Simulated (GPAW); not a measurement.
# BaTiO3 (Barioperovskite) (Amm2) in GPAW: dielectric tensor with PBE

Aim: the dielectric tensor of BaTiO3 (Barioperovskite) with PBE.

Everything below comes from runs of GPAW 26.7.0. Logs are shortened: lines on timing, memory, paths and dates and some standing lists are left out, and cuts for length are marked. The log counts tension as positive stress, the text compression.

**1. Starting point**

The structure is orthorhombic, space group Amm2 (No. 38). Conventional cell: a = 3.986 Å, b = 5.674 Å, c = 5.690 Å, α = 90.00°, β = 90.00°, γ = 90.00°. Ba (site symmetry mm2) has 12 O at 2.77 to 2.92 Å as nearest neighbours. Ti (site symmetry mm2) is surrounded by 6 O at 1.93 to 2.09 Å. O (site symmetry m) is surrounded by 2 Ti at 1.93 to 2.09 Å. O (site symmetry mm2) is surrounded by 2 Ti at 2.00 Å.

**2. Dielectric tensor, PBE**

run.py

```python
import numpy as np
from ase import Atoms
from ase.dft.bandgap import bandgap
from ase.io import write
from gpaw import GPAW, PW
from gpaw.response.df import DielectricFunction

atoms = Atoms(['Ba', 'Ti', 'O', 'O', 'O'],
              cell=[[3.9855, 0.0, 0.0],
                    [0.0, 2.8369, 2.84515],
                    [0.0, -2.8369, 2.84515]],
              scaled_positions=[[0.0, 0.0, 0.0],
                                [0.5, 0.5124, 0.5124],
                                [0.5, 0.99184, 0.50524],
                                [0.5, 0.50524, 0.99184],
                                [0.0, 0.4874, 0.4874]],
              pbc=True)

calc = GPAW(mode=PW(600),
            xc='PBE',
            kpts={'size': (6, 6, 6), 'gamma': True},
            occupations={'name': 'fermi-dirac', 'width': 0.001},
            nbands=36,
            convergence={'density': 1e-06},
            maxiter=150,
            txt='gpaw.txt')
atoms.calc = calc
energy = atoms.get_potential_energy()
calc.write('gs.gpw')
write('result.traj', atoms)
print(f'Energy: {energy:.6f} eV')
print('Fermi level:', round(calc.get_fermi_level(), 4), 'eV')
print(f'Gap: {bandgap(calc)[0]:.4f} eV, direct: {bandgap(calc, direct=True)[0]:.4f} eV')

for size in [(7, 7, 7), (9, 9, 9)]:
    name = 'x'.join(str(n) for n in size)
    dense = calc.fixed_density(kpts={'size': size, 'gamma': True},
                               nbands=66, convergence={'bands': 60, 'eigenstates': 1e-7},
                               update_fermi_level=True, txt=f'dense-{name}.txt')
    dense.write(f'{name}.gpw', mode='all')
    df = DielectricFunction(f'{name}.gpw', frequencies=np.array([0.0]), hilbert=False, eta=0.001,
                            ecut=80, nbands=60, intraband=False, txt=f'df-{name}.txt')
    for xc in ['RPA', 'Bootstrap', 'LR0.2']:
        for direction in ['x', 'y', 'z', [0, 1, 1], [1, 0, 1], [1, 1, 0]]:
            e0, e = df.get_macroscopic_dielectric_constant(xc=xc, direction=direction)
            print(f'{name} {xc} {direction}: {e0:.4f} without, {e:.4f} with local fields')
```

Potentials or basis: GPAW PAW data sets (gpaw-data 1.2.1), pw.

Started as:

```
$ OMP_NUM_THREADS=1 python run.py
```

gpaw.txt:

```text
__  _  _
 | _ |_)|_||  |
 |__||  | ||/\| - 26.7.0

Input parameters:
  mode=PW(ecut=600.0),
  convergence={'density': 1e-06},
  kpts=MonkhorstPack(size=(6, 6, 6), gamma=True),
  maxiter=150,
  nbands=36,
  occupations=Occupations(name='fermi-dirac', width=0.001),
  xc=XC(name='PBE')

Diagonalizing LCAO Hamiltonian
Converting LCAO to pw mode

              O
            O
        O    Ti

        Ba

Atoms  # Å, Bohr magnetons
|   | symbol |        x |         y |        z |    initial magnetic moments |
|---|--------|----------|-----------|----------|-----------------------------|
| 0 |     Ba | 0.000000 |  0.000000 | 0.000000 | ( 0.0000,  0.0000,  0.0000) |
| 1 |     Ti | 1.992750 |  0.000000 | 2.915710 | ( 0.0000,  0.0000,  0.0000) |
| 2 |      O | 1.992750 |  1.380436 | 4.259417 | ( 0.0000,  0.0000,  0.0000) |
| 3 |      O | 1.992750 | -1.380436 | 4.259417 | ( 0.0000,  0.0000,  0.0000) |
| 4 |      O | 0.000000 | -0.000000 | 2.773452 | ( 0.0000,  0.0000,  0.0000) |

Unit cell  # Å
| periodic |        x |         y |        z |  lengths |    angles |
|----------|----------|-----------|----------|----------|-----------|
|      yes | 3.985500 |  0.000000 | 0.000000 | 3.985500 | 89.833620 |
|      yes | 0.000000 |  2.836900 | 2.845150 | 4.017820 | 90.000000 |
|      yes | 0.000000 | -2.836900 | 2.845150 | 4.017820 | 90.000000 |

Number of symmetries: 4
Symmetry operations  # r_c * U_cc + t_c -> r_c
|   | kind |            matrix            |
|---|------|------------------------------|
| 0 |  E   |  1, 0, 0,  0, 1, 0,  0, 0, 1 |
| 1 |  σ   |  1, 0, 0,  0, 0, 1,  0, 1, 0 |
| 2 |  σ   | -1, 0, 0,  0, 1, 0,  0, 0, 1 |
| 3 |  C2  | -1, 0, 0,  0, 0, 1,  0, 1, 0 |

BZ-sampling:
  Number of BZ points: 216
  Number of IBZ points: 52

  Monkhorst-Pack size: [6, 6, 6]
  Monkhorst-Pack shift: [0.08333333333333333, 0.08333333333333333, 0.08333333333333333]

K-points  # in reciprocal-cell coordinates
|     |                                coordinates |     weight |
|-----|--------------------------------------------|------------|
|   0 | (  0.00000000,   0.00000000,   0.00000000) | 0.00462963 |
|   1 | (  0.00000000,   0.16666667,  -0.16666667) | 0.00925926 |
|   2 | (  0.00000000,   0.16666667,   0.00000000) | 0.01851852 |
|   3 | (  0.00000000,   0.16666667,   0.16666667) | 0.00925926 |
|   4 | (  0.00000000,   0.33333333,  -0.33333333) | 0.00925926 |
|   5 | (  0.00000000,   0.33333333,  -0.16666667) | 0.01851852 |
|   6 | (  0.00000000,   0.33333333,   0.00000000) | 0.01851852 |
|   7 | (  0.00000000,   0.33333333,   0.16666667) | 0.01851852 |
|   8 | (  0.00000000,   0.33333333,   0.33333333) | 0.00925926 |
|   9 | (  0.00000000,   0.50000000,   0.00000000) | 0.00925926 |
| ... |                                            |            |
|  51 | (  0.50000000,   0.50000000,   0.50000000) | 0.00462963 |

Plane wave coefficients: 2176
Cutoff: 600.0 eV

Spin-components: 1 (collinear spins)
Bands:           36
Projectors:      27
Spin-degeneracy: 2
Datatype:        complex128

Parallelization:
  kpt:    1
  domain: 1
  band:   1

Density:
  Valence electrons: 40.0
  Components: 1
  Grid points: [24 24 24]
  Charge: 0.0  # |e|

Potential:
  Grid points: [24 24 24]

species:
  Ba:
    name:    Barium
    Z:       56.0
    valence: 10
    core:    46
    charge:  0.0  # [|e|]
    compensation charges:
      type: gauss
      rc: 0.37  # [Å]
      lmax: 2
    cutoffs:
      filter: 2.06  # [Å]
      core: 2.33  # [Å]
    projectors
    | kind |    occ | energy [eV] | rcut [Å] |
    |------|--------|-------------|----------|
    |   5s |  2.000 |     -33.644 |    1.164 |
    |   6s |  2.000 |      -3.229 |    1.164 |
    |   5p |  6.000 |     -18.744 |    1.164 |
    |    p |        |       0.000 |    1.164 |
    |    d |        |       0.000 |    1.164 |
    |    d |        |      27.211 |    1.164 |

    Using partial waves for Ba as LCAO basis

  Ti:
    name:    Titanium
    Z:       22.0
    valence: 12
    core:    10
    charge:  0.0  # [|e|]
    compensation charges:
      type: gauss
      rc: 0.38  # [Å]
      lmax: 2
    cutoffs:
      filter: 2.23  # [Å]
      core: 1.02  # [Å]
    projectors
    | kind |    occ | energy [eV] | rcut [Å] |
    |------|--------|-------------|----------|
    |   3s |  2.000 |     -62.623 |    1.270 |
    |   4s |  2.000 |      -4.466 |    1.270 |
    |   3p |  6.000 |     -38.862 |    1.058 |
    |   4p |  0.000 |      -1.466 |    1.058 |
    |   3d |  2.000 |      -4.258 |    1.058 |
    |    d |        |      22.953 |    1.058 |

    Using partial waves for Ti as LCAO basis

  O:
    name:    Oxygen
    Z:       8.0
    valence: 6
    core:    2
    charge:  0.0  # [|e|]
    compensation charges:
      type: gauss
      rc: 0.21  # [Å]
      lmax: 2
    cutoffs:
      filter: 1.17  # [Å]
      core: 0.83  # [Å]
    projectors
    | kind |    occ | energy [eV] | rcut [Å] |
    |------|--------|-------------|----------|
    |   2s |  2.000 |     -23.961 |    0.688 |
    |   2p |  4.000 |      -9.029 |    0.598 |
    |    s |        |       3.251 |    0.688 |
    |    p |        |      18.182 |    0.598 |
    |    d |        |       0.000 |    0.619 |

    Using partial waves for O as LCAO basis

Reference energy: -250624.413696  # eV

eigensolver:
  PPCG
  Converge bands: occupied
  niter=2

density mixing:
  MSR1-Mixer
  Pratt-step length: 0.05
  Maximum mixing coefficient: 0.75
  Old densities: 10
  SVD Regularization: 0.005
  Good broyden scale: 1.0
  Trust region scale: 1.0
  Backstep threshold: 4.0
  History deletion threshold: 6.0
  Fourier metric: weight=20.0, sigma=0.015

occupation numbers:
  Fermi-Dirac:
    width: 0.0010  # eV

poisson solver:
  ecut: 4800.0  # eV

xc functional:
  name: PBE with 2 nearest neighbor stencil

convergence criteria:
- Maximum integral of absolute [dens]ity change: 1e-06 electrons / valence electron
- Maximum [total energy] change in last 3 cyles: 0.0005 eV / valence electron
- Maximum integral of absolute [eigenst]ate change: 4e-08 eV^2 / valence electron
maximum number of iterations: 150

SCF iterations
|iter     | |      energy | eigst |  dens |
|---------|-|-------------|-------|-------|
|iter:   1| |  -44.510059 | +0.09 |       |
|iter:   2| |  -42.806166 | -1.58 | -0.87 |
|iter:   3| |  -39.462469 | -0.96 | -0.94 |
|iter:   4| |  -39.260987 | -2.16 | -1.45 |
|iter:   5| |  -39.225755 | -2.84 | -1.62 |
|iter:   6| |  -39.231720 | -3.48 | -1.96 |
|iter:   7| |  -39.232018c| -4.63 | -2.74 |
|iter:   8| |  -39.231926c| -5.13 | -3.02 |
|iter:   9| |  -39.231935c| -6.31 | -3.49 |
|iter:  10| |  -39.231936c| -7.41c| -3.97 |
|iter:  11| |  -39.231936c| -8.02c| -4.98 |
|iter:  12| |  -39.231936c| -8.50c| -5.42 |
|iter:  13| |  -39.231936c| -9.51c| -6.06c|

Converged in 13 steps
Energy contributions relative to reference atoms: (reference = -250624.413696)

Energy contributions:
  Kinetic:          43.113888
  Coulomb:         -45.208628
  Zero:              0.576795
  External:          0.000000
  Xc:              -37.713991
  Entropy:          -0.000000
  Spinorbit:         0.000000
  ----------------------------
  Free energy:     -39.231936
  Extrapolated:    -39.231936

dipole moment: (-35.303445, -0.000000, -19.467782)  # |e|*Ang

Fermi level: 8.547
Eigenvalues  # (at kpt = [0.000, 0.000, 0.000])
| band index |      eig [eV] | occ [0-2] |
|------------|---------------|-----------|
|          0 |       -48.876 |     2.000 |
|        ... |               |           |
|         12 |         5.351 |     2.000 |
|         13 |         5.351 |     2.000 |
|         14 |         6.429 |     2.000 |
|         15 |         6.483 |     2.000 |
|         16 |         6.539 |     2.000 |
|         17 |         7.290 |     2.000 |
[... 8 lines left out ...]
|         26 |        12.760 |     0.000 |
|         27 |        14.993 |     0.000 |
|        ... |               |           |
|         35 |        27.267 |     0.000 |

Gap: 1.891 eV
Transition (v -> c):
  (s=0, k=51, n=19, [0.50, 0.50, 0.50]) -> (s=0, k=0, n=20, [0.00, 0.00, 0.00])
Direct/indirect transitions are different
Direct gap: 2.086 eV
Transition at: (s=0, k=0, n=19, [0.00, 0.00, 0.00])
# Writing to gs.gpw (mode='')
```

It took 16 min on 1 thread of AMD EPYC 7R43 (Zen 3), shared host; peak memory 1 GiB.

What came out:

| Property | Result |
| --- | --- |
| Free energy | -39.2319 eV |
| Band gap on the k mesh | 1.89 eV, indirect (least direct gap 2.09 eV) |
| Electronic dielectric tensor (diagonal) | 5.93, 5.79, 5.70 |

Electronic dielectric tensor:
```
5.93 0.00 0.00
0.00 5.79 0.00
0.00 0.00 5.70
```

Caveat: the long-wavelength limit can be off by several per cent where d states take part; spin-orbit coupling is left out, which moves the levels of the heavy elements; an odd mesh through Γ misses points on the zone boundary, where band edges often lie.
